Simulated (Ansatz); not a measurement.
## All-electron card of Ni

```xyz
1
Lattice="-1.4009 1.4009 1.4009 1.4009 -1.4009 1.4009 1.4009 1.4009 -1.4009" Properties=species:S:1:pos:R:3 pbc="T T T"
Ni    0.0000    0.0000    0.0000
```

Conventional cell: a = 2.802 Å, b = 2.802 Å, c = 2.802 Å, α = 90.00°, β = 90.00°, γ = 90.00°. Ni (atom 1) is surrounded by 8 Ni at 2.43 Å.

The structure comes from a relaxation in the same program, started in the bcc type, and has space group Im-3m. Whether it is a known phase or the ground state wasn't checked.

The magnetic state is the one reached from the start moments; no search over orders was made, so it needn't be the ground state.

All numbers are computed: DFT, PBE, all-electron LAPW, scalar-relativistic (Ansatz 0.2.0); DFT, PBE, all-electron PAW with datasets made for the crystal, scalar-relativistic (Ansatz 0.2.0).

For LAPW: a Γ-centred 18×18×18 k mesh, Fermi–Dirac smearing of 0.08 eV, basis error target 0.5 meV/atom, spin-polarised from start moments Ni 1.5 μB. The crystal-made all-electron datasets (AE datasets) take a cutoff of 340 eV at this cell. The Ansatz runs share mesh, smearing and spin set-up. Values come from LAPW unless marked.

```yaml
Band_gap: "none: bands cross the Fermi level, a metal"
Moment_of_the_cell: 0.56 μB
Pressure_at_this_cell: 0.01 GPa
Volume_per_atom: 11.00 Å³
```

Task: Give the computed value. Moments in the spheres.

Result: Ni 0.59 μB.

Task: Contact hyperfine fields (crystal-made datasets): what does the calculation give?

Result: Ni -8.5 T, core polarisation included, positive along the moment of the spin-up electrons.

Task: Density of states at the Fermi level (0.2 eV bin): what does the calculation give?

Result: 1.44 states/eV per cell.
